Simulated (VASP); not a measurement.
# SiSe2H2: single point with PBE

The system is SiSe2H2, in a box.

```
Si Se H
1.0
    12.00000    0.00000    0.00000
     0.00000   12.00000    0.00000
     0.00000    0.00000   12.00000
Si Se H
1 2 2
Direct
  0.49534 0.51607 0.45127
  0.58303 0.48510 0.61313
  0.62490 0.38185 0.44467
  0.37726 0.48200 0.44280
  0.51935 0.62165 0.39254
```

- Program: VASP 6.6.1
- Task: single point
- Functional: PBE
- Potentials or basis: VASP PAW PBE potentials, release 64 (Si, Se, H)
- Cutoff: 520 eV
- k mesh: 1 × 1 × 1
- Occupations: gaussian, width 0.01 eV
- Spin: no spin polarisation
- Further INCAR settings: ALGO = Normal; EDIFF = 1e-07; NBANDS = 17

- Largest force: 0.474 eV/Å
- Gap between the frontier levels: 1.97 eV

Forces on the atoms (eV/Å):
```
Si  -0.153  0.114 -0.106
Se   0.047  0.117  0.455
Se   0.226 -0.325 -0.261
H   -0.146 -0.038 -0.013
H    0.025  0.132 -0.074
```

Levels at points of the mesh, in eV from the valence-band top:
```
           k point  band 6  band 7  band 8  band 9  band 10  band 11  band 12  band 13
(0.00, 0.00, 0.00)   -3.00   -2.23   -1.83    0.00     1.97     3.35     3.90     4.49
```

Wall time 100 s on 1 thread of Intel(R) Xeon(R) Platinum 8488C (Sapphire Rapids), with other jobs on the host, peak memory 1.2 GiB.

Expect the measured gap to be larger: semilocal functionals such as PBE lack the derivative discontinuity.
